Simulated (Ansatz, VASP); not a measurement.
## Ir: VASP beside Ansatz

```
Ir
1.0
     0.00000    2.01955    2.01955
     2.01955    0.00000    2.01955
     2.01955    2.01955    0.00000
Ir
1
Direct
  0.00000 0.00000 0.00000
```

Alike in both runs: task single point; functional BLYP; k mesh 22 × 22 × 22; occupations fermi-dirac, width 0.05 eV; collinear spin.

|  | VASP | Ansatz |
| --- | --- | --- |
| version | VASP 6.6.1 | Ansatz 0.2.0 |
| potentials or method | VASP PAW PBE potentials, release 64 (Ir) | plane waves (420 eV) with PAW, scalar-relativistic |
| plane-wave cutoff (eV) | 520 | 420 |
| valence electrons in the cell | 9 | 17 |

```tsv
	VASP	Ansatz	Ansatz less VASP
pressure (GPa)	-16.8	-18.5	-1.69
net moment per atom (μB)	0.00	0.00	0.000
```

The two sets of potentials don't hold the same shells in valence. Ansatz warned: «seeded_moment_not_kept».

Caveats: so large a pressure means that the cell lies far from this level's equilibrium, or that cutoff or potentials fall short (VASP); the potentials were made for another functional, which shifts forces and pressure (VASP). Spin-orbit coupling is left out, which matters for the levels of Ir.
